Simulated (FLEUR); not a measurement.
# In (P6_3/mmc) in FLEUR: a series of runs, part 2 of 2

FLEUR MaX-R8.1 (later development tree). Earlier steps stand in the parts before.

### 3 Equation of state, LDA, 24.95 Å³/atom (volume scaled by 0.94)

inp.xml reads:

```xml
<?xml version="1.0" encoding="UTF-8" standalone="no"?>
<fleurInput fleurInputVersion="0.39">
   <comment>
      In                                                                                                  
   </comment>
   <calculationSetup>
      <cutoffs Kmax="4.1" Gmax="12.7" GmaxXC="12.7" numbands="0"/>
      <scfLoop itmax="60" minDistance="0.00001" maxIterBroyd="15" imix="Anderson" alpha="0.05" precondParam="0.0" spinf="2.0" sdNocoIR="T"/>
      <coreElectrons ctail="T" frcor="F" kcrel="0" coretail_lmax="0"/>
      <xcFunctional name="vwn" relativisticCorrections="F"/>
      <magnetism jspins="1"/>
      <soc l_soc="F" theta="0.0" phi="0.0" spav="F"/>
      <expertModes spex="0" secvar="F"/>
      <geometryOptimization l_f="F" forcealpha="1.0" forcemix="BFGS" epsdisp="0.00001" epsforce="0.00001"/>
      <ldaU l_linMix="F" mixParam="0.05" spinf="1.0"/>
   </calculationSetup>
   <cell>
      <bzIntegration valenceElectrons="42.0" mode="hist" fermiSmearingEnergy="0.00183747">
         <kPointListSelection listName="default-1"/>
         <!-- k-points included here -->
         <xi:include xmlns:xi="http://www.w3.org/2001/XInclude" href="kpts.xml"> </xi:include>
      </bzIntegration>
      <!-- symmetry operations included here -->
      <xi:include xmlns:xi="http://www.w3.org/2001/XInclude" href="sym.xml"> </xi:include>
      <bulkLattice scale="0.9795861087">
         <bravaisMatrix>
            <row-1>    6.3031527307511350     0.0000000000000000     0.0000000000000000</row-1>
            <row-2>   -3.1515763653755675     5.4586903888612488     0.0000000000000000</row-2>
            <row-3>    0.0000000000000000     0.0000000000000000    10.4107713000791282</row-3>
         </bravaisMatrix>
      </bulkLattice>
   </cell>
   <atomSpecies>
      <species name="Indium (In)" element="In" atomicNumber="49">
         <mtSphere radius="2.66" gridPoints="879" logIncrement="0.015"/>
         <atomicCutoffs lmax="10" lnonsphr="10"/>
         <electronConfig flipSpins="F">
            <coreConfig>(1s1/2) (2s1/2) (2p1/2) (2p3/2) (3s1/2) (3p1/2) (3p3/2) (3d3/2) (3d5/2)</coreConfig>
            <valenceConfig>(4s1/2) (4p1/2) (4p3/2) (5s1/2) (4d3/2) (4d5/2) (5p1/2) (5p3/2)</valenceConfig>
            <stateOccupation state="(5p1/2)" spinUp="0.166667" spinDown="0.166667"/>
            <stateOccupation state="(5p3/2)" spinUp="0.333333" spinDown="0.333333"/>
         </electronConfig>
         <energyParameters s="5" p="5" d="4" f="4"/>
         <lo type="SCLO" l="0" n="4" eDeriv="0"/>
         <lo type="SCLO" l="1" n="4" eDeriv="0"/>
         <lo type="SCLO" l="1" n="4" eDeriv="1"/>
         <lo type="SCLO" l="2" n="4" eDeriv="2"/>
         <lo type="SCLO" l="3" n="4" eDeriv="2"/>
      </species>
   </atomSpecies>
   <atomGroups>
      <atomGroup species="Indium (In)">
         <relPos label="                   1">-1.000/3.000 1.000/3.000 -1.000/4.000</relPos>
         <relPos label="                   2">1.000/3.000 -1.000/3.000 1.000/4.000</relPos>
         <force calculate="T" relaxXYZ="TTT"/>
      </atomGroup>
   </atomGroups>
   <output dos="F" band="F" slice="F">
      <checks vchk="F" cdinf="F"/>
      <bandDOS minEnergy="-.5*Htr" maxEnergy="0.5*Htr" sigma="0.015" storeEVData="T"/>
      <vacuumDOS vacdos="F" integ="F" star="F" nstars="0" locx1="0.0" locy1="0.0" locx2="0.0" locy2="0.0" nstm="0" tworkf="0.0"/>
      <unfoldingBand unfoldBand="F" supercellX="1" supercellY="1" supercellZ="1"/>
      <plotting iplot="0" polar="F">
         <plot TwoD="T" vec1="  1.0  0.0  0.0" vec2="  0.0  1.0  0.0" vec3="  0.0  0.0  1.0" zero="  0.0  0.0  0.0" file="plot"/>
      </plotting>
      <chargeDensitySlicing numkpt="0" minEigenval="0.0" maxEigenval="0.0" nnne="0" pallst="F"/>
      <specialOutput eonly="F"/>
      <moessbauerParams electricFieldGradient="T" isomerShift="T" coreHyperfine="T" valenceHyperfine="T"/>
      <magneticCircularDichroism mcd="F" energyLo="-10.0" energyUp="0.0"/>
   </output>
  <!-- We include the file relax.xml here to enable relaxations (see documentation) -->
  <xi:include xmlns:xi="http://www.w3.org/2001/XInclude" href="relax.xml"> <xi:fallback/> </xi:include>
</fleurInput>
```

Potentials or basis: all-electron, FLAPW.

Run with:

```
$ inpgen -f crystal.txt -profile fastHighL
$ # inp.xml edited to the form shown
$ fleur_MPI
```

Output:

```text
Welcome to FLEUR        (www.flapw.de)
      MaX-Release 8.1          (www.max-centre.eu)

 ========== k-point set info ==========
 Selected k-point list: default-1
 k-point list type: mesh
 9 x 9 x 5
 Number of k points: 36

 ------------Calculation Setup---------------------------
 Number of MPI-tasks      :            1
 Number of PE/node        :            1
 Number of OMP-threads    :            1
 Most efficient MPI parallelization for:
           1           2           3           4           6           9          12          18          36
 Additional eigenvalue parallelization possible
 Number of basis functions:          471
 Approximate size of matrices (H+S) per k-point:         0.003 GB
 --------------------------------------------------------
 Iteration:     1   Distance:       4.46429276 me/bohr^3
 Iteration:     2   Distance:       4.12130053 me/bohr^3
 Iteration:     3   Distance:       1.88674990 me/bohr^3
 Iteration:     4   Distance:       0.17690307 me/bohr^3
 Iteration:     5   Distance:       0.18373618 me/bohr^3
 Iteration:     6   Distance:       0.05272082 me/bohr^3
 Iteration:     7   Distance:       0.01025362 me/bohr^3
 Iteration:     8   Distance:       0.00132794 me/bohr^3
 Iteration:     9   Distance:       0.00012275 me/bohr^3
 Iteration:    10   Distance:       0.00015231 me/bohr^3
 Iteration:    11   Distance:       0.00000760 me/bohr^3

 ********************************************************************
 Run finished successfully
 Stop message:
   all done
 ********************************************************************
```

out.xml (last iteration):

```text
<iteration numberForCurrentRun="   11" overallNumber="   11">
         <energyParameters units="Htr">
            <atomicEP atomType="1" spin="1" branch="5s" branchLowest="-3.97" branchHighest="0.84" value="0.0586061514"/>
            <atomicEP atomType="1" spin="1" branch="5p" branchLowest="-2.44" branchHighest="1.44" value="0.2525769342"/>
            <atomicEP atomType="1" spin="1" branch="4d" branchLowest="-15.48" branchHighest="-0.22" value="-0.2555267774"/>
            <atomicEP atomType="1" spin="1" branch="4f" branchLowest="-9.99" branchHighest="1.91" value="0.5905950686"/>
            <loAtomicEP atomType="1" spin="1" branch="4s" branchLowest="-28.49" branchHighest="-3.97" value="-3.9662880368"/>
            <loAtomicEP atomType="1" spin="1" branch="4p" branchLowest="-23.40" branchHighest="-2.44" value="-2.4515868256"/>
            <loAtomicEP atomType="1" spin="1" branch="4p" branchLowest="-23.40" branchHighest="-2.44" value="-2.4515868256"/>
            <loAtomicEP atomType="1" spin="1" branch="4d" branchLowest="-15.48" branchHighest="-0.22" value="-0.2660638933"/>
            <loAtomicEP atomType="1" spin="1" branch="4f" branchLowest="-9.99" branchHighest="1.91" value="0.5905971566"/>
         </energyParameters>
         <eigenvalues>
            <eigenvaluesAt spin="1" ikpt="1" k_x="0.00000000" k_y="0.00000000" k_z="0.00000000">
                      -3.9663086608       -3.9662883487       -2.4442988958       -2.4442346827       -2.4442346827
                      -2.4441770860       -2.4441770860       -2.4439547767       -0.2762394635       -0.2733262155
                      -0.2721265883       -0.2721265883       -0.2709283593       -0.2709283593       -0.2677350053
                      -0.2677350053       -0.2599208278       -0.2599208278       -0.1011631365        0.0957512241
                       0.1310483824        0.5837661499        0.5837661499        0.6545497903        0.6545497903
                       0.6565099861        0.6736057218        0.6980544604        0.7832983846        0.7966805692
                       0.8146782243        0.8146782244        0.8401462362
            </eigenvaluesAt>
            <eigenvaluesAt spin="1" ikpt="2" k_x="0.00000000" k_y="0.00000000" k_z="0.20000000">
                      -3.9663067219       -3.9662902899       -2.4442659823       -2.4442291643       -2.4442291643
                      -2.4441825802       -2.4441825802       -2.4439875736       -0.2758280291       -0.2734375143
                      -0.2725984885       -0.2725984885       -0.2713585997       -0.2713585997       -0.2664008905
                      -0.2664008905       -0.2603496635       -0.2603496635       -0.0929151165        0.0341573968
                       0.2087471157        0.5652629949        0.5907803914        0.5907803915        0.6503581499
                       0.6503581499        0.6758599028        0.6947876705        0.7829701413        0.7834411702
                       0.7834411703        0.8062636505        0.8062636505
            </eigenvaluesAt>
            <eigenvaluesAt spin="1" ikpt="3" k_x="0.00000000" k_y="0.00000000" k_z="0.40000000">
                      -3.9663016472       -3.9662953730       -2.4442147422       -2.4442147422       -2.4441969280
                      -2.4441969280       -2.4441797901       -2.4440734757       -0.2748585857       -0.2739262719
                      -0.2728260914       -0.2728260914       -0.2722518494       -0.2722518494       -0.2639161318
                      -0.2639161318       -0.2617047444       -0.2617047444       -0.0678099442       -0.0253324808
                       0.3161999844        0.4369850622        0.6099960319        0.6099960319        0.6342014204
                       0.6342014204        0.6797603142        0.6870847767        0.7636453472        0.7636453472
                       0.7743967231        0.7743967231        0.7895518518
            </eigenvaluesAt>
            <eigenvaluesAt spin="1" ikpt="4" k_x="0.00000000" k_y="0.11111111" k_z="0.00000000">
                      -3.9663062898       -3.9662870678       -2.4442866004       -2.4442678596       -2.4442454978
                      -2.4442117871       -2.4441847534       -2.4439608721       -0.2757449656       -0.2735847462
                      -0.2714182663       -0.2706342176       -0.2705892869       -0.2695136008       -0.2685896132
                      -0.2683259522       -0.2611412064       -0.2597309492       -0.0919175061        0.1033838706
                       0.1419901799        0.4913757924        0.5408570590        0.6077808356        0.6546922572
                       0.6719350515        0.6778996480        0.7198901848        0.7275355734        0.7673418934
                       0.7941426263        0.7969749680        0.8077406978
            </eigenvaluesAt>
         </eigenvalues>
         <bandgap value="0.1053258381" units="eV"/>
         <sumValenceSingleParticleEnergies value="-49.8581870783" units="Htr"/>
         <FermiEnergy value="0.2650283187" units="Htr"/>
         <valenceDensity>
            <mtCharges spin="1">
               <mtCharge atomType="1" total="19.4788099" s="3.0473759" p="6.5473522" d="9.8720861" f="0.0107769"/>
            </mtCharges>
            <spinDependentCharge spin="1" total="42.0000000" interstitial="3.0423802" mtSpheres="38.9576198"/>
            <totalCharge value="42.0000000000"/>
         </valenceDensity>
         <coreStates atomType="     1" atomicNumber=" 49" spin="1" kinEnergy="   5920.8052947926" eigValSum="  -3511.7095232345" lostElectrons=" 0.000000">
            <state n="1" l="0" j="0.5" energy="-1017.6837895437" weight="1.0000000000"/>
            <state n="2" l="0" j="0.5" energy="-152.0149784690" weight="1.0000000000"/>
            <state n="2" l="1" j="0.5" energy="-141.8158195163" weight="1.0000000000"/>
            <state n="2" l="1" j="1.5" energy="-134.0772215557" weight="2.0000000000"/>
            <state n="3" l="0" j="0.5" energy="-28.4885870831" weight="1.0000000000"/>
            <state n="3" l="1" j="0.5" energy="-24.3668052551" weight="1.0000000000"/>
            <state n="3" l="1" j="1.5" energy="-22.9690819658" weight="2.0000000000"/>
            <state n="3" l="2" j="1.5" energy="-15.6504621014" weight="2.0000000000"/>
            <state n="3" l="2" j="2.5" energy="-15.3637501681" weight="3.0000000000"/>
         </coreStates>
         <allElectronCharges>
            <spinDependentCharge spin="1" total="98.0000000" interstitial="3.0423802" mtSpheres="94.9576198"/>
            <totalCharge value="97.9999999997"/>
         </allElectronCharges>
         <moessbauerParams unitsHFF="kG" unitsIS="e/bohr^3" unitsEFG="Htr/bohr^2">
            <coreIsomerShift atomType="1" isTotal="176257.05595">
               <shell n="1" l="0" isomerShift="154360.34189"/>
               <shell n="2" l="0" isomerShift="17946.30914"/>
               <shell n="2" l="1" isomerShift="412.91664"/>
               <shell n="3" l="0" isomerShift="3451.84970"/>
               <shell n="3" l="1" isomerShift="85.63857"/>
               <shell n="3" l="2" isomerShift="0.00001"/>
            </coreIsomerShift>
            <isomerShift atomType="1" nucleusRadius="0.0001148" averageDensity="177002.55060"/>
            <electricFieldGradient atomType="1" VXX="0.03643" VYY="0.03643" VZZ="-0.07287" asymParam="0.00000">
            </electricFieldGradient>
         </moessbauerParams>
         <totalEnergy                                    value="   -11756.2270251782" units="Htr">
            <sumOfEigenvalues                            value="    -7073.2772335472">
               <coreElectrons value="-7023.4190464689"/>
               <valenceElectrons value="-49.8581870783"/>
            </sumOfEigenvalues>
            <densityCoulombPotentialIntegral value="-19010.5697834306"/>
            <densityEffectivePotentialIntegral value="-19421.1651727453"/>
            <chargeDenXCDenIntegral value="-309.6431179014"/>
            <FockExchangeEnergyValence value="0.0000000000"/>
            <FockExchangeEnergyCore value="0.0000000000"/>
            <atomTypeDependentContributions atomType="1">
               <electronNucleiInteractionDifferentMTs value="14248.6892920121"/>
               <MadelungTerm value="-40.4976627474"/>
            </atomTypeDependentContributions>
            <tkbTimesEntropy value="0.0004381743"/>
            <freeEnergy value="-11756.2274633524"/>
            <extrapolationTo0K value="-11756.2272442653"/>
         </totalEnergy>
         <densityConvergence units="me/bohr^3">
            <chargeDensity spin="1" distance="0.0000075992"/>
         </densityConvergence>
      </iteration>
```

Wall time 35 s (1 thread of Intel Xeon at 2.70GHz, shared host); peak memory 0.08 GiB.

What came out:

* Free energy: -319903.2463 eV
* Band gap on the k mesh: none (metal or under the smearing width)
* Valence electrons inside the program's atomic spheres: In 19.48 (radii In 2.66 bohr)

### 4 Equation of state, LDA, 25.48 Å³/atom (volume scaled by 0.96)

Edit inp.xml of step 3 so:

```diff
@@ -24,3 +24,3 @@
       <xi:include xmlns:xi="http://www.w3.org/2001/XInclude" href="sym.xml"> </xi:include>
-      <bulkLattice scale="0.9795861087">
+      <bulkLattice scale="0.9864848297">
          <bravaisMatrix>
```

Run with:

```
$ inpgen -f crystal.txt -profile fastHighL
$ # inp.xml edited to the form shown
$ fleur_MPI
```

It took 32 s on 1 thread of Intel Xeon at 2.70GHz, shared host; peak memory 0.08 GiB.

Results (log left out):

| Item | Value |
| --- | --- |
| Free energy | -319903.2396 eV |
| Band gap on the k mesh | none (metal or under the smearing width) |
| Valence electrons inside the program's atomic spheres | In 19.46 (radii In 2.66 bohr) |

### 5 Equation of state, LDA, 26.54 Å³/atom

Edit inp.xml of step 4 so:

```diff
@@ -24,3 +24,3 @@
       <xi:include xmlns:xi="http://www.w3.org/2001/XInclude" href="sym.xml"> </xi:include>
-      <bulkLattice scale="0.9864848297">
+      <bulkLattice scale="1.0000000000">
          <bravaisMatrix>
```

Run with:

```
$ inpgen -f crystal.txt -profile fastHighL
$ # inp.xml edited to the form shown
$ fleur_MPI
```

Wall time 35 s (1 thread of Intel Xeon at 2.70GHz, shared host); peak memory 0.08 GiB.

The run converged. Its results:

- Free energy: -319903.2101 eV
- Band gap on the k mesh: none (metal or under the smearing width)
- Valence electrons inside the program's atomic spheres: In 19.44 (radii In 2.66 bohr)

### 6 Equation of state, LDA, 27.60 Å³/atom (volume scaled by 1.04)

Edit inp.xml of step 5 so:

```diff
@@ -24,3 +24,3 @@
       <xi:include xmlns:xi="http://www.w3.org/2001/XInclude" href="sym.xml"> </xi:include>
-      <bulkLattice scale="1.0000000000">
+      <bulkLattice scale="1.0131594038">
          <bravaisMatrix>
```

Potentials or basis: all-electron, FLAPW.

Run with:

```
$ inpgen -f crystal.txt -profile fastHighL
$ # inp.xml edited to the form shown
$ fleur_MPI
```

Run time: 35 s. Hardware: 1 thread of Intel Xeon at 2.70GHz, shared host; peak memory 0.08 GiB.

It converged, with:

```
Free energy                                           : -319903.1647 eV
Band gap on the k mesh                                : none (metal or under the smearing width)
Valence electrons inside the program's atomic spheres : In 19.41 (radii In 2.66 bohr)
```

### 7 Equation of state, LDA, 28.13 Å³/atom (volume scaled by 1.06)

Edit inp.xml of step 6 so:

```diff
@@ -24,3 +24,3 @@
       <xi:include xmlns:xi="http://www.w3.org/2001/XInclude" href="sym.xml"> </xi:include>
-      <bulkLattice scale="1.0131594038">
+      <bulkLattice scale="1.0196128224">
          <bravaisMatrix>
```

Run with:

```
$ inpgen -f crystal.txt -profile fastHighL
$ # inp.xml edited to the form shown
$ fleur_MPI
```

It took 34 s on 1 thread of Intel Xeon at 2.70GHz, shared host; peak memory 0.08 GiB.

It converged, with:

```
Free energy                                           : -319903.1373 eV
Band gap on the k mesh                                : none (metal or under the smearing width)
Valence electrons inside the program's atomic spheres : In 19.40 (radii In 2.66 bohr)
```

### 8 Equation of state, LDA

Potentials or basis: all-electron, FLAPW.

This step only gathers the single runs of the series.

What came out:

| Item | Value |
| --- | --- |
| Equilibrium volume | 24.65 Å³/atom (rough: see the caveat) |
| Bulk modulus at fixed shape and positions | 49 GPa (rough) |

Energy against volume, from the lowest point:
| volume (Å³/atom) | energy (meV/atom) |
| --- | --- |
| 24.948 | 0.00 |
| 25.478 | 3.37 |
| 26.540 | 18.11 |
| 27.602 | 40.78 |
| 28.133 | 54.50 |

Caveat: the minimum lies outside the volumes run; the cell was scaled at fixed shape and fractional positions, which overstates the stiffness of a crystal with free parameters, most of all of layers and chains.
